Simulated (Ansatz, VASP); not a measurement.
## Two plane-wave programs on NaH

The input INCAR:

```
PREC = Accurate
ENCUT = 520
EDIFF = 1E-6
ISMEAR = 0
SIGMA = 0.01
LREAL = False
LASPH = True
NELM = 80
ALGO = Normal
ISIF = 2
LWAVE = False
LCHARG = False
GGA = PE
NBANDS = 11
```

The input KPOINTS:

```
Automatic mesh
0
Gamma
  8 8 8
```

The input POSCAR:

```
NaH
1.0
    0.0000000000      2.4634257101      2.4634257101
    2.4634257101      0.0000000000      2.4634257101
    2.4634257101      2.4634257101      0.0000000000
Na H
1 1
Direct
    0.0000000000      0.0000000000      0.0000000000
    0.5000000000      0.5000000000      0.5000000000
```

Input for Ansatz:

```yaml
crystal:
  lattice:
    - [0.0, 2.4634257101, 2.4634257101]
    - [2.4634257101, 0.0, 2.4634257101]
    - [2.4634257101, 2.4634257101, 0.0]
  atoms:
    - { symbol: Na, position: [0.0, 0.0, 0.0] }
    - { symbol: H, position: [0.5, 0.5, 0.5] }
kpoints:
  mp_grid: { grid: [8, 8, 8] }
hamiltonian:
  xc: pbe
scf:
  occupations: { method: fixed }
  n_extra_bands: 4
output:
  forces: true
  stress: true
  eigenvalues: true
```

Alike in both runs: task single point; functional PBE; k mesh 8 × 8 × 8; no spin polarisation.

|  | VASP | Ansatz |
| --- | --- | --- |
| version | VASP 6.6.1 | Ansatz 0.2.0 |
| potentials or method | VASP PAW PBE potentials, release 64 (Na_pv, H) | plane waves, PAW |
| plane-wave cutoff (eV) | 520 | 420 |
| occupations | gaussian, width 0.01 eV | fixed |
| valence electrons in the cell | 8 | 10 |

```csv
,VASP,Ansatz,Ansatz less VASP
gap on the k mesh at the Fermi level (eV),3.66,3.67,+0.002
pressure (GPa),-1.3,-1.2,+0.04
```

The two sets of potentials don't hold the same shells in valence.

A k mesh can miss the band edges. A hybrid or GW would open this gap; PBE tends to underestimate it.
